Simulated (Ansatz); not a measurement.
Crystal: Ta.

```
Ta
1.0
    -1.65128    1.65128    1.65128
     1.65128   -1.65128    1.65128
     1.65128    1.65128   -1.65128
Ta
1
Direct
  0.00000 0.00000 0.00000
```

| Item | Value |
| --- | --- |
| Program | Ansatz 0.2.0 |
| Task | relaxation of cell and atoms |
| Functional | BLYP |
| Potentials or basis | Ansatz PAW |
| Cutoff | 420 eV (not typed: the program's choice for these potentials) |
| k mesh | 11 × 11 × 11 |
| Occupations | fermi-dirac, width 0.05 eV |
| Spin | no spin polarisation |

At the start: volume 18.01 Å³/atom.

Where does the relaxation end?

It ends after 4 steps and the volume is 18.82 Å³/atom (+4.5 %); space group Im-3m (No. 229, to 0.05 Å).

Step by step:
| step | energy change (eV) | largest force (eV/Å) | volume (Å³) |
| --- | --- | --- | --- |
| 1 | 0.0000 | 0.0000 | 18.01 |
| 2 | -0.0206 | 0.0000 | 18.95 |
| 3 | -0.0212 | 0.0000 | 18.82 |
| 4 | -0.0214 | 0.0000 | 18.82 |

Final structure:
```
CELL_PARAMETERS angstrom
-1.67567 1.67567 1.67567
1.67567 -1.67567 1.67567
1.67567 1.67567 -1.67567
ATOMIC_POSITIONS crystal
Ta 0.00000 0.00000 0.00000
```

Caveat: the plane-wave basis is chosen anew once the cell has moved, so the energies of steps on either side of that aren't comparable; the PAW data sets come from PBE, with cores solved anew for the run's functional, which leaves a small shift of forces and pressure.
